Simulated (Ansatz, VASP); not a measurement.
# InPd in VASP and in Ansatz

File INCAR:

```
SYSTEM = InPd
ALGO = Normal
EDIFF = 1E-8
ENCUT = 520
ISIF = 2
ISMEAR = -1
LASPH = .True.
LCHARG = .False.
LEFG = .True.
LREAL = .False.
LWAVE = .False.
NBANDS = 18
NELM = 100
PREC = Accurate
SIGMA = 0.03
```

Contents of KPOINTS:

```
k-points
0
Gamma
  13 13 13
  0 0 0
```

The input POSCAR:

```
InPd
1.0
    3.2056610580      0.0000000000      0.0000000000
    0.0000000000      3.2056610580      0.0000000000
    0.0000000000      0.0000000000      3.2056610580
In Pd
1 1
Direct
    0.0000000000      0.0000000000      0.0000000000
    0.5000000000      0.5000000000      0.5000000000
```

Input for Ansatz:

```yaml
crystal:
  lattice:
    - [3.205661058, 0.0, 0.0]
    - [0.0, 3.205661058, 0.0]
    - [0.0, 0.0, 3.205661058]
  atoms:
    - { symbol: In, position: [0.0, 0.0, 0.0] }
    - { symbol: Pd, position: [0.5, 0.5, 0.5] }
kpoints:
  mp_grid: { grid: [13, 13, 13] }
scf:
  occupations: { method: fermi_dirac, width: 0.03 }
hamiltonian:
  xc: lda
  pseudopotentials: { kind: paw }
output:
  forces: true
  stress: true
  eigenvalues: true
  efg: { contact_densities: true }
```

Change from the starting cell: volume scaled by 0.9405, PAW files.

Alike in both runs: task electric field gradients; functional LDA; k mesh 13 × 13 × 13; occupations fermi-dirac, width 0.03 eV; no spin polarisation.

```csv
,VASP,Ansatz
version,VASP 6.6.1,Ansatz 0.2.0
potentials or method,"VASP PAW LDA potentials, release 64 (In_d, Pd)","PAW with Ansatz's default frozen-core files, scalar-relativistic"
plane-wave cutoff (eV),520,420
valence electrons in the cell,23,31
```

Ansatz gave:

* pressure (GPa): 1.3
* Vzz of the field gradient on the site that differs most (V/Å²): 0.0

Q: Estimate VASP's values.

A: Pressure (GPa): 1.8; Vzz of the field gradient on the site that differs most (V/Å²): 0.0.

The two sets of potentials don't hold the same shells in valence. Ansatz warned: «gradients_without_spin_orbit».
